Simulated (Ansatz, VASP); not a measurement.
# SbPt: VASP beside Ansatz

```
Sb Pt
1.0
     4.14278    0.00000    0.00000
    -2.07139    3.58775    0.00000
     0.00000    0.00000    5.43550
Sb Pt
2 2
Cartesian
  0.0000 2.3918 1.3589
  2.0714 1.1959 4.0766
  0.0000 0.0000 0.0000
  0.0000 0.0000 2.7177
```

Alike in both runs: task single point; functional LDA; k mesh 15 × 15 × 10; occupations gaussian, width 0.15 eV; no spin polarisation.

|  | VASP | Ansatz |
| --- | --- | --- |
| version | VASP 6.6.1 | Ansatz 0.2.0 |
| potentials or method | VASP PAW LDA potentials, release 64 (Sb, Pt) | scalar-relativistic, plane waves, PAW |
| plane-wave cutoff (eV) | 520 | 420 |
| valence electrons in the cell | 30 | 66 |

|  | VASP | Ansatz | Ansatz less VASP |
| --- | --- | --- | --- |
| gap on the k mesh at the Fermi level (eV) | none | none | - |
| pressure (GPa) | 0.3 | 0.0 | -0.26 |
| largest component of the traceless stress (GPa) | 0.30 | 0.18 | -0.120 |

A gap of «none» marks a metal or a gap that the smearing closes. The two sets of potentials don't hold the same shells in valence.

The runs have no spin-orbit coupling, so splittings on Pt, Sb are missing.
